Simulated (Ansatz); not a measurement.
**Sn: levels along high-symmetry lines**

```
Sn
1.0
    -2.91585    2.91585    1.59065
     2.91585   -2.91585    1.59065
     2.91585    2.91585   -1.59065
Sn
2
Direct
  0.00000 0.00000 0.00000
  0.75000 0.25000 0.50000
```

Atoms are numbered in the order listed.

The conventional cell has a = 5.832 Å, b = 5.832 Å, c = 3.181 Å, α = 90.00°, β = 90.00°, γ = 90.00°. Sn (atom 1) has 6 Sn at 3.02 to 3.18 Å as nearest neighbours.

The cell is COD entry 1534488, as deposited and not checked against the literature; nothing was relaxed.

No spin–orbit coupling, which matters for the heavy atoms here.

The calculation used DFT, PBE, all-electron LAPW, scalar-relativistic (Ansatz 0.2.0).

Settings: a Γ-centred 15×15×15 k mesh, Fermi–Dirac smearing of 0.05 eV, basis error target 0.5 meV/atom, no spin polarisation.

Points in fractions of the reciprocal vectors of this cell: Γ (0, 0, 0), X (0, 0, 0.5), M (-0.5, 0.5, 0.5), Z (0.324, 0.324, -0.324), Z0 (-0.324, 0.676, 0.324), P (0.25, 0.25, 0.25). The path joins them by straight lines in the order Γ–X–M–Γ–Z–Z0–M–X–P; legs that retrace an earlier one aren't tabulated. Energies are in eV from the Fermi level.

Metal or insulator at this level of theory?

No gap opens: metallic or semimetallic.

Tabulate bands 19 to 25, counted from the lowest band of the run, along the path.


| k (1/Å) | point | band 19 | band 20 | band 21 | band 22 | band 23 | band 24 | band 25 |
| --- | --- | --- | --- | --- | --- | --- | --- | --- |
| 0.00 | Γ | -11.16 | -3.61 | -1.98 | -1.98 | 2.97 | 6.26 | 6.26 |
| 0.19 |  | -11.02 | -4.65 | -1.82 | -1.21 | 3.62 | 5.14 | 5.52 |
| 0.38 |  | -10.59 | -6.21 | -1.32 | -0.27 | 3.51 | 4.14 | 5.41 |
| 0.57 |  | -9.89 | -7.67 | -0.50 | 0.61 | 1.95 | 2.78 | 6.09 |
| 0.76 | X | -8.91 | -8.91 | 0.60 | 0.60 | 1.60 | 1.60 | 6.01 |
| 0.95 |  | -8.78 | -8.78 | -1.06 | -1.06 | 3.47 | 3.47 | 5.85 |
| 1.14 |  | -8.40 | -8.40 | -2.84 | -2.84 | 5.26 | 5.26 | 6.17 |
| 1.33 |  | -7.87 | -7.87 | -4.22 | -4.22 | 5.12 | 5.12 | 8.36 |
| 1.52 | M | -7.55 | -7.55 | -4.83 | -4.83 | 5.02 | 5.02 | 9.45 |
| 1.79 |  | -8.68 | -7.28 | -4.55 | -3.11 | 5.17 | 5.23 | 7.00 |
| 2.06 |  | -10.03 | -6.44 | -3.76 | -0.03 | 3.26 | 5.82 | 5.86 |
| 2.33 |  | -10.88 | -5.03 | -2.66 | 0.06 | 3.52 | 4.13 | 6.56 |
| 2.60 | Γ | -11.16 | -3.61 | -1.98 | -1.98 | 2.97 | 6.26 | 6.26 |
| 2.92 |  | -10.76 | -3.26 | -1.61 | -1.61 | 3.31 | 3.88 | 3.91 |
| 3.24 |  | -9.55 | -2.34 | -0.78 | -0.78 | 0.16 | 0.29 | 3.51 |
| 3.56 |  | -7.67 | -3.44 | -2.68 | -1.24 | -1.24 | 0.31 | 3.29 |
| 3.88 | Z | -6.50 | -5.58 | -3.06 | -2.94 | -2.94 | 3.12 | 5.58 |
| 4.19 |  | -6.73 | -5.29 | -3.49 | -1.95 | -0.53 | 0.82 | 3.57 |
| 4.50 |  | -6.94 | -5.41 | -2.31 | -1.71 | -1.16 | 2.24 | 2.86 |
| 4.80 |  | -6.73 | -5.29 | -3.49 | -1.95 | -0.53 | 0.82 | 3.57 |
| 5.11 | Z0 | -6.50 | -5.58 | -3.06 | -2.94 | -2.94 | 3.12 | 5.58 |
| 5.28 |  | -6.84 | -6.42 | -3.74 | -3.74 | -1.59 | 5.00 | 7.16 |
| 5.46 |  | -7.24 | -7.02 | -4.33 | -4.33 | 0.40 | 6.82 | 8.66 |
| 5.63 |  | -7.50 | -7.40 | -4.70 | -4.70 | 2.66 | 7.03 | 9.37 |
| 5.80 | M | -7.55 | -7.55 | -4.83 | -4.83 | 5.02 | 5.02 | 9.45 |
| 6.57 | X | -8.91 | -8.91 | 0.60 | 0.60 | 1.60 | 1.60 | 6.01 |
| 6.81 |  | -8.67 | -8.67 | 0.70 | 0.70 | 1.81 | 1.81 | 3.96 |
| 7.06 |  | -7.97 | -7.97 | 0.00 | 0.00 | 2.31 | 2.31 | 2.49 |
| 7.31 |  | -6.87 | -6.87 | -2.21 | -2.21 | 2.99 | 2.99 | 3.35 |
| 7.55 | P | -5.98 | -5.98 | -3.55 | -3.55 | 3.59 | 3.59 | 3.98 |
